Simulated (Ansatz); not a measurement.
Runs of Ansatz 0.2.0 on FeO (Wuestite). It takes space group Fm-3m (No. 225, cubic). Conventional cell: a = 4.311 Å, b = 4.311 Å, c = 4.311 Å, α = 90.00°, β = 90.00°, γ = 90.00°. Fe (site symmetry m-3m) has 6 O at 2.16 Å as nearest neighbours. O (site symmetry m-3m) is surrounded by 6 Fe at 2.16 Å. 

```tsv
task	level	potentials or basis	cell	cutoff (eV)	smearing	basis error allowed	gap on the mesh (eV)	pressure (GPa)	moment (μB)
single point	PBE	all-electron LAPW, scalar-relativistic	as given	349	gaussian 0.025 eV	0.001 eV/atom	none	-0.4	4.00
single point	PBE	all-electron LAPW, scalar-relativistic	as given	349	gaussian 0.011 eV	0.001 eV/atom	none	-0.4	4.00
single point	RPBE	all-electron LAPW, scalar-relativistic	as given	349	gaussian 0.05 eV	0.001 eV/atom	none	5.2	4.00
relaxation of cell and atoms	LDA	all-electron LAPW, scalar-relativistic	relaxed	-	fermi-dirac 0.05 eV	0.001 eV/atom	-	0.0	(a)
band structure	PBEsol	all-electron PAW datasets made for the crystal	as given	400	fermi-dirac 0.05 eV	-	-	-8.6	4.00
```

Alike in all rows: spin collinear, ferromagnetic start; k mesh 11 × 11 × 11.

Q: Fill in the values left out.

A: (a) 3.87.

Caveats: a cell with one magnetic atom can't hold antiferromagnetic order, which such compounds often take; semilocal functionals often make such compounds metallic where correlation or magnetic order opens a gap, which also shifts bond lengths (some runs).

A k mesh can miss the band edges.

A gap of «none» marks a metal or a gap under the smearing width.

Not every run made on this cell is shown here.
